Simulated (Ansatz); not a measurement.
**Property card for HfB2**

Method: DFT PBEsol, scalar-relativistic, plane waves, PAW (Ansatz).

Plane waves to 420 eV, a k mesh through Γ of 18×18×12 on the computed 3-atom cell and Gaussian smearing (0.10 eV); no spin polarisation.

The structure is relaxed at this level of theory with its symmetry kept. Whether it is the stable form of this composition wasn't checked.

```
Hf B
1.0
     3.12772    0.00000    0.00000
    -1.56386    2.70869    0.00000
     0.00000    0.00000    3.44634
Hf B
1 2
Direct
  0.00000 0.00000 0.00000
  0.33333 0.66667 0.50000
  0.66667 0.33333 0.50000
```

| Quantity | Value |
| --- | --- |
| Space group | P6/mmm (No. 191) |
| Volume per atom | 65.7 bohr³ |
| Formation energy from the elements' standard states (uncorrected) | -1.082 eV/atom |
| Kohn–Sham band gap | none (metal) |
| Density of states at the Fermi level | 0.28 states/eV per cell |
| Löwdin character within 0.5 eV of the Fermi level | Hf 5d 70 %, B 2p 27 % |
| Bulk modulus | 261 GPa |
| Its pressure derivative | 3.9 |
| Bader charges (e) | Hf (1 in the cell) 1.55, B (2 in the cell) -0.77 |

Spin-orbit coupling is left out, which matters for the bands of heavy elements.